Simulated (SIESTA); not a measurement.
Crystal: Co.

```xyz
2
Lattice="2.4720 0.0000 0.0000 -1.2360 2.1408 0.0000 0.0000 0.0000 4.0211" Properties=species:S:1:pos:R:3 pbc="T T T"
Co    1.2360    0.7136    3.0159
Co    0.0000    1.4272    1.0053
```

Base run:

```yaml
Program: SIESTA 5.4.2
Functional: PBE
Potentials_or_basis: PseudoDojo 0.4 standard (PBE files)
Basis: DZP (energy shift 0.003 Ry; two zetas on semicore shells)
Grid_cutoff: 800 Ry
Energy_shift: 0.003 Ry
k_mesh: 12 × 12 × 7
Occupations: fermi-dirac, width 0.05 eV
Spin: collinear spin, ferromagnetic start
Starting_moments: "[2.0, 2.0] μB"
```

Its results: band gap on the k mesh none (metal or under the smearing width); pressure 5.5 GPa; net moment 3.24 μB per cell; site moments Co +1.62 μB.

Q: After a change of settings the same cell gave: band gap on the k mesh none (metal or under the smearing width); pressure -2.4 GPa; net moment 3.18 μB per cell; site moments Co +1.59 μB. Which change was it?
A. functional from PBE to LDA; potentials or basis from PseudoDojo 0.4 standard (PBE files) to PseudoDojo 0.4 standard (LDA files)
B. basis from DZP (energy shift 0.003 Ry; two zetas on semicore shells) to SZ (energy shift 0.01 Ry); energy shift from 0.003 Ry to 0.01 Ry
C. functional from PBE to PBEsol; potentials or basis from PseudoDojo 0.4 standard (PBE files) to PseudoDojo 0.4 standard (PBEsol files)
D. basis from DZP (energy shift 0.003 Ry; two zetas on semicore shells) to DZP (energy shift 0.002 Ry); energy shift from 0.003 Ry to 0.002 Ry

A: B.

Caveats: short orbitals over semicore shells can move pressures by several GPa; the basis of atomic orbitals isn't converged, which shifts pressures, moduli and gaps; the basis has no polarisation orbitals (some runs).

Not every run made on this cell is shown here.
